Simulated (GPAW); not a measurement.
Wanted: an ASE script for a GPAW 26.7.0 run.

* Task: single point
* Functional: LDA
* Potentials or basis: PAW data sets generated in the run's folder for this functional
* Cutoff: 650 eV
* Basis: pw
* k mesh: 8 × 8 × 6
* Occupations: fermi-dirac, width 0.05 eV
* Spin: no spin polarisation
* Hubbard terms: Zr d U = 3.5 eV
* Maxiter: 120
* Convergence: default

Crystal: ZrB2.

```
CELL_PARAMETERS angstrom
3.17000 0.00000 0.00000
-1.58500 2.74530 0.00000
0.00000 0.00000 3.53300
ATOMIC_POSITIONS crystal
Zr 0.00000 0.00000 0.00000
B 0.66667 0.33333 0.50000
B 0.33333 0.66667 0.50000
```

The input as run:

run.py

```python
from ase import Atoms
from ase.dft.bandgap import bandgap
from ase.io import write
from ase.units import GPa
from gpaw import GPAW, PW, setup_paths

setup_paths.insert(0, '.')

atoms = Atoms(['Zr', 'B', 'B'],
              cell=[[3.17, 0.0, 0.0],
                    [-1.585, 2.74530053, 0.0],
                    [0.0, 0.0, 3.533]],
              scaled_positions=[[0.0, 0.0, 0.0],
                                [0.6666666667, 0.3333333333, 0.5],
                                [0.3333333333, 0.6666666667, 0.5]],
              pbc=True)

calc = GPAW(mode=PW(650),
            xc='LDA',
            kpts={'size': (8, 8, 6), 'gamma': True},
            occupations={'name': 'fermi-dirac', 'width': 0.05},
            setups={'Zr': ':d,3.5'},
            nbands=20,
            maxiter=120,
            txt='gpaw.txt')
atoms.calc = calc
energy = atoms.get_potential_energy()
forces = atoms.get_forces()
stress = atoms.get_stress()
calc.write('gs.gpw')
write('result.traj', atoms)
print(f'Energy: {energy:.6f} eV')
print('Forces (eV/A):')
print(forces.round(4))
print('Stress (GPa):', (stress / GPa).round(3))
print('Fermi level:', round(calc.get_fermi_level(), 4), 'eV')
print(f'Gap: {bandgap(calc)[0]:.4f} eV, direct: {bandgap(calc, direct=True)[0]:.4f} eV')
```

Potentials or basis: PAW data sets generated in the run's folder for this functional, pw.

Run with:

```sh
$ gpaw-setup -f LDA B Zr
$ OMP_NUM_THREADS=1 python run.py
```

Results of the run:

```
Pressure               : -2.5 GPa
Band gap on the k mesh : none (metal or under the smearing width)
```

Caveat: the cutoff is short for stress and forces, so pressures can be off by a GPa or more; U without spin polarisation on a metal has little footing; the U is typed as a test and isn't derived for this compound.

Wall time 15 s on 1 thread of Arm Neoverse V2 (shared host), peak memory 0.16 GiB.
